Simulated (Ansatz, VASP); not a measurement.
# Two plane-wave programs on Ru

```xyz
5
Lattice="2.6895 0.0000 0.0000 -1.3448 2.3292 0.0000 0.0000 0.0000 25.5038" Properties=species:S:1:pos:R:3 pbc="T T T"
Ru    1.3448    0.7764    8.5000
Ru    0.0000    1.5528   10.6260
Ru    1.3448    0.7764   12.7549
Ru    0.0000    1.5528   14.8968
Ru    1.3448    0.7764   16.9489
```

Alike in both runs: functional PBEsol; k mesh 12 × 12 × 1; occupations gaussian, width 0.1 eV; no spin polarisation.

Ansatz relaxed the structure, and its values are those at the end. VASP's run is a single point on that final structure, the one shown.

|  | VASP | Ansatz |
| --- | --- | --- |
| version | VASP 6.6.1 | Ansatz 0.2.0 |
| potentials or method | VASP PAW PBE potentials, release 64 (Ru_pv) | scalar-relativistic, plane waves, PAW |
| plane-wave cutoff (eV) | 520 | 420 |
| valence electrons in the cell | 70 | 80 |

Ansatz gave:

- gap on the k mesh at the Fermi level (eV): none
- rms of the force components (eV/Å): 0.263
- work function, face that differs most (eV): 5.13

Estimate VASP's values.

gap on the k mesh at the Fermi level (eV): none; rms of the force components (eV/Å): 0.261; work function, face that differs most (eV): 5.13.

A gap of «none» marks a metal or a gap that the smearing closes. The two sets of potentials don't hold the same shells in valence.

Caveats: the PAW data sets were made with another functional, which shifts forces and pressure a little (VASP).
